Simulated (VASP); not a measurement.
# Settings for CuAu: self-consistent run

CuAu, P4mm (no. 99), 2 atoms in the cell. LDA; PAW potentials Au, Cu (LDA set). VASP 6.6.1. The cell is changed on purpose: last atom moved by 0.04 Å along z, cell strained by +1.5% along z.

Wanted: energy within 0.5 meV/atom; forces within 0.003 eV/Å.

What the run is for: forces; Accuracy asked: tight.

POSCAR:
```
CuAu
1.0
    2.8107494552      0.0000000000      0.0000000000
    0.0000000000      2.8107494552      0.0000000000
    0.0000000000      0.0000000000      3.7402750000
Au Cu
1 1
Direct
    0.0000000000      0.0000000000      0.0000000000
    0.5000000000      0.5000000000      0.5108548200
```

The series start from Plane-wave cutoff (eV): 380; Smearing width (eV): 0.03; k-point mesh: 13 × 13 × 10; Precision mode (PREC): Accurate; Electronic threshold (eV): 1e-6; Bands in all (NBANDS): 21; Electronic algorithm: ALGO=Normal; Use of symmetry (ISYM): defaults; Support grid and gradient cutoff: ADDGRID=False GGA_COMPAT=False. Each series keeps the choices made before it, and each single choice may use up half of a tolerance.

## Plane-wave cutoff (eV)

| Plane-wave cutoff (eV) | Energy less reference (meV/atom) | Forces, largest deviation (eV/Å) | SCF iterations | Time (s) |
|---|---|---|---|---|
| 240 | 84.04 | 0.0080 | 12 | 11 |
| 300 | -5.40 | 0.0015 | 12 | 12 |
| 340 | -4.36 | 0.0005 | 12 | 18 |
| 380 | -1.75 | 0.0002 | 12 | 19 |
| 440 | -0.08 | 0.0005 | 12 | 26 |
| 520 | -0.08 | 0.0002 | 12 | 26 |
| 620 (reference) | 0.00 | 0.0000 | 12 | 28 |

Chosen: 440, the loosest value from which every tighter one stays within half of the tolerance.

## Smearing width (eV)

| Smearing width (eV) | Energy less reference (meV/atom) | Forces, largest deviation (eV/Å) | SCF iterations | Time (s) |
|---|---|---|---|---|
| 0.15 | 0.91 | 0.0002 | 13 | 27 |
| 0.1 | 0.51 | 0.0003 | 12 | 26 |
| 0.07 | 0.18 | 0.0003 | 12 | 25 |
| 0.05 | 0.03 | 0.0002 | 12 | 26 |
| 0.03 | 0.00 | 0.0001 | 12 | 26 |
| 0.02 (reference) | 0.00 | 0.0000 | 12 | 27 |

Chosen: 0.07.

## k-point mesh

| k-point mesh | Energy less reference (meV/atom) | Forces, largest deviation (eV/Å) | SCF iterations | Time (s) |
|---|---|---|---|---|
| 4 × 4 × 3 | 104.34 | 0.0038 | 13 | 3.1 |
| 5 × 5 × 4 | -48.41 | 0.0087 | 13 | 4.1 |
| 7 × 7 × 5 | -14.90 | 0.0000 | 13 | 6.2 |
| 8 × 8 × 6 | 7.71 | 0.0006 | 13 | 11 |
| 11 × 11 × 8 | -0.76 | 0.0017 | 13 | 19 |
| 13 × 13 × 10 | -0.56 | 0.0004 | 12 | 25 |
| 15 × 15 × 12 | -0.08 | 0.0005 | 12 | 40 |
| 18 × 18 × 14 (reference) | 0.00 | 0.0000 | 13 | 67 |

Chosen: 15 × 15 × 12.

## Precision mode (PREC)

| Precision mode (PREC) | Energy less reference (meV/atom) | Forces, largest deviation (eV/Å) | SCF iterations | Time (s) |
|---|---|---|---|---|
| Low | -1.20 | 0.0101 | 12 | 22 |
| SingleN | 1.48 | 0.0495 | 12 | 22 |
| Normal | -0.13 | 0.0011 | 12 | 22 |
| Accurate (reference) | 0.00 | 0.0000 | 12 | 40 |

Chosen: Normal.

## Electronic threshold (eV)

| Electronic threshold (eV) | Energy less reference (meV/atom) | Forces, largest deviation (eV/Å) | SCF iterations | Time (s) |
|---|---|---|---|---|
| 0.001 | -0.03 | 0.0001 | 10 | 19 |
| 0.0001 | 0.00 | 0.0003 | 11 | 18 |
| 1e-5 | 0.00 | 0.0001 | 12 | 20 |
| 1e-6 | 0.00 | 0.0000 | 12 | 22 |
| 1e-7 | 0.00 | 0.0000 | 14 | 23 |
| 1e-8 (reference) | 0.00 | 0.0000 | 15 | 26 |

Chosen: 0.001.

## Bands in all (NBANDS)

| Bands in all (NBANDS) | Energy less reference (meV/atom) | Forces, largest deviation (eV/Å) | SCF iterations | Time (s) |
|---|---|---|---|---|
| 12 | 0.03 | 0.0001 | 10 | 11 |
| 13 | 0.01 | 0.0004 | 10 | 13 |
| 15 | 0.01 | 0.0008 | 10 | 13 |
| 17 | -0.01 | 0.0011 | 10 | 15 |
| 21 | -0.03 | 0.0009 | 10 | 19 |
| 31 (reference) | 0.00 | 0.0000 | 11 | 29 |

Chosen: 12.

## Electronic algorithm

| Electronic algorithm | Energy less reference (meV/atom) | Forces, largest deviation (eV/Å) | SCF iterations | Time (s) |
|---|---|---|---|---|
| ALGO=Normal | 0.00 | 0.0000 | 10 | 11 |
| ALGO=Fast | -0.30 | 0.0013 | 12 | 11 |
| ALGO=VeryFast | 170.41 | 0.0032 | 19 | 15 |
| ALGO=All ISEARCH=1 | 0.03 | 0.0036 | 14 | 13 |
| ALGO=All ISEARCH=0 | 0.03 | 0.0036 | 14 | 13 |
| ALGO=Damped TIME=0.4 | 0.06 | 0.0014 | 29 | 20 |
| ALGO=Damped TIME=0.1 | 1.25 | 0.0005 | 28 | 24 |

Chosen: ALGO=Normal; no other choice that stays within half of the tolerance saves 30 % of the time.

## Use of symmetry (ISYM)

| Use of symmetry (ISYM) | Energy less reference (meV/atom) | Forces, largest deviation (eV/Å) | SCF iterations | Time (s) |
|---|---|---|---|---|
| defaults | 0.00 | 0.0000 | 10 | 11 |
| ISYM=1 | 0.00 | 0.0000 | 10 | 12 |
| ISYM=0 | 0.00 | 0.0000 | 10 | 69 |
| ISYM=-1 | 0.00 | 0.0000 | 10 | 138 |

Chosen: defaults.

## Support grid and gradient cutoff

| Support grid and gradient cutoff | Energy less reference (meV/atom) | Forces, largest deviation (eV/Å) | SCF iterations | Time (s) |
|---|---|---|---|---|
| ADDGRID=False GGA_COMPAT=False | 0.00 | 0.0000 | 10 | 11 |
| ADDGRID=True GGA_COMPAT=False | 0.12 | 0.0010 | 10 | 15 |
| ADDGRID=False GGA_COMPAT=True | 0.00 | 0.0000 | 10 | 12 |

Chosen: ADDGRID=False GGA_COMPAT=False.

## All choices together

| Input | Energy less reference (meV/atom) | Forces, largest deviation (eV/Å) | Time (s) |
|---|---|---|---|
| the program's defaults (naive) | -53.86 | 0.0043 | 1.0 |
| chosen settings | -0.47 | 0.0012 | 11 |
| reference settings throughout | 0.00 | 0.0000 | 169 |

The tolerance is met.

Values of the reference run: Forces: 0, 0, 0.2119, 0, 0, -0.2119 eV/Å.

## The input

INCAR:
```
SYSTEM = CuAu
GGA = CA
ISMEAR = -1
SIGMA = 0.07
LWAVE = .FALSE.
LCHARG = .FALSE.
ISIF = 2
PREC = Normal
LASPH = .TRUE.
LREAL = .FALSE.
ALGO = Normal
EDIFF = 0.001
NELM = 120
GGA_COMPAT = .FALSE.
ENCUT = 440
NBANDS = 12
ADDGRID = .FALSE.
```

KPOINTS:
```
Automatic mesh
0
Gamma
  15 15 12
  0 0 0
```

Commands:
```
cat potpaw_LDA.64/Au/POTCAR potpaw_LDA.64/Cu/POTCAR > POTCAR
mpirun -np 1 vasp_std > vasp.out
```

The chosen input took VASP 6.6.1 11 s on 1 core (Intel Xeon 6975P-C (Granite Rapids)), a shared host.

## An input that fails: too few electronic steps

The electronic loop stops at its limit of 5 steps.

Changes against the starting input:
```
- NELM = 120
+ NELM = 5
```
